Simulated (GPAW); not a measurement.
A calculation with GPAW 26.7.0 of Au (cli, structure from a P1 CIF):

File Au.cif:

```cif
data_Au
_cell_length_a 2.90000000
_cell_length_b 2.90000000
_cell_length_c 4.88000000
_cell_angle_alpha 90.00000000
_cell_angle_beta 90.00000000
_cell_angle_gamma 120.00000000
_space_group_name_H-M_alt 'P1'
_space_group_name_Hall 'P 1'
_space_group_IT_number 1
loop_
_space_group_symop_operation_xyz
'x,y,z'
loop_
_atom_site_label
_atom_site_type_symbol
_atom_site_symmetry_multiplicity
_atom_site_Wyckoff_symbol
_atom_site_fract_x
_atom_site_fract_y
_atom_site_fract_z
_atom_site_occupancy
Au1 Au 1 a 0.6666666667 0.3333333333 0.2500000000 1
Au2 Au 1 a 0.3333333333 0.6666666667 0.7500000000 1
```

Potentials or basis: GPAW PAW data sets (gpaw-data 1.2.1), pw.

Run with:

```sh
$ OMP_NUM_THREADS=1 gpaw run Au.cif -p 'mode=PW(600),xc=PBE,kpts={size:(11,11,6),gamma:True},occupations={name:fermi-dirac,width:0.05},nbands=23,convergence={density:1e-05,energy:1e-05},maxiter=150,txt=gpaw.txt' --properties efs -w gs.gpw
```

This isn't the form of Au at room conditions, which is fcc.

Question: Write the same calculation in another form: ASE script, structure typed inline.

Answer: As run:

File run.py:

```python
from ase import Atoms
from ase.dft.bandgap import bandgap
from ase.io import write
from ase.units import GPa
from gpaw import GPAW, PW

atoms = Atoms(['Au', 'Au'],
              cell=[[2.9, 0.0, 0.0],
                    [-1.45, 2.511473671, 0.0],
                    [0.0, 0.0, 4.88]],
              scaled_positions=[[0.6666666667, 0.3333333333, 0.25],
                                [0.3333333333, 0.6666666667, 0.75]],
              pbc=True)

calc = GPAW(mode=PW(600),
            xc='PBE',
            kpts={'size': (11, 11, 6), 'gamma': True},
            occupations={'name': 'fermi-dirac', 'width': 0.05},
            nbands=23,
            convergence={'density': 1e-05, 'energy': 1e-05},
            maxiter=150,
            txt='gpaw.txt')
atoms.calc = calc
energy = atoms.get_potential_energy()
forces = atoms.get_forces()
stress = atoms.get_stress()
calc.write('gs.gpw')
write('result.traj', atoms)
print(f'Energy: {energy:.6f} eV')
print('Forces (eV/A):')
print(forces.round(4))
print('Stress (GPa):', (stress / GPa).round(3))
print('Fermi level:', round(calc.get_fermi_level(), 4), 'eV')
print(f'Gap: {bandgap(calc)[0]:.4f} eV, direct: {bandgap(calc, direct=True)[0]:.4f} eV')
```

Potentials or basis: GPAW PAW data sets (gpaw-data 1.2.1), pw.

Run with:

```bash
$ OMP_NUM_THREADS=1 python run.py
```

Both were run:

|  | cli, structure from a P1 CIF | ASE script, structure typed inline |
| --- | --- | --- |
| Pressure | 3.8 GPa | 3.8 GPa |
| Band gap on the k mesh | none (metal or under the smearing width) | none (metal or under the smearing width) |

Keys that steer only the numerical path or the files written may differ.

Caveat: with this Au data set, volumes or pressures lay over 1.5 % or 2 GPa off other programs in two to four cells of ten.
